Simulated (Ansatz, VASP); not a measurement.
## AgCl in VASP and in Ansatz

File INCAR:

```
PREC = Accurate ; ENCUT = 520
EDIFF = 1E-6 ; ISMEAR = 0
SIGMA = 0.02 ; LREAL = F
LASPH = T ; NELM = 100
ALGO = Normal ; ISIF = 2
LWAVE = F ; LCHARG = F
GGA = PE ; NBANDS = 16
```

The input KPOINTS:

```
regular mesh
0
Gamma
  8 8 8
```

POSCAR

```
AgCl
1.0
    0.0000000000      2.8804986365      2.8804986365
    2.8804986365      0.0000000000      2.8804986365
    2.8804986365      2.8804986365      0.0000000000
Ag Cl
1 1
Direct
    0.5000000000      0.5000000000      0.5000000000
    0.0000000000      0.0000000000      0.0000000000
```

Input for Ansatz:

```yaml
crystal:
  lattice:
    - [0.0, 2.8804986365, 2.8804986365]
    - [2.8804986365, 0.0, 2.8804986365]
    - [2.8804986365, 2.8804986365, 0.0]
  atoms:
    - { symbol: Ag, position: [0.5, 0.5, 0.5] }
    - { symbol: Cl, position: [0.0, 0.0, 0.0] }
basis:
  ecutwfc: 420
kpoints:
  mp_grid: { grid: [8, 8, 8] }
hamiltonian:
  xc: pbe
scf:
  occupations: { method: gaussian, width: 0.02 }
output:
  forces: true
  stress: true
  eigenvalues: true
```

Alike in both runs: task single point; functional PBE; k mesh 8 × 8 × 8; occupations gaussian, width 0.02 eV; no spin polarisation.

|  | VASP | Ansatz |
| --- | --- | --- |
| version | VASP 6.6.1 | Ansatz 0.2.0 |
| potentials or method | VASP PAW PBE potentials, release 64 (Ag, Cl) | scalar-relativistic, plane waves, PAW |
| plane-wave cutoff (eV) | 520 | 420 |
| valence electrons in the cell | 18 | 26 |

|  | VASP | Ansatz | Ansatz less VASP |
| --- | --- | --- | --- |
| gap on the k mesh at the Fermi level (eV) | 0.96 | 0.97 | +0.003 |
| least direct gap on the mesh (eV) | 2.83 | 2.83 | 0.000 |
| pressure (GPa) | -2.8 | -2.7 | +0.10 |

The functional is the same, so the differences come from potentials, cutoffs and numerics. The two sets of potentials don't hold the same shells in valence.

A k mesh can miss the band edges.
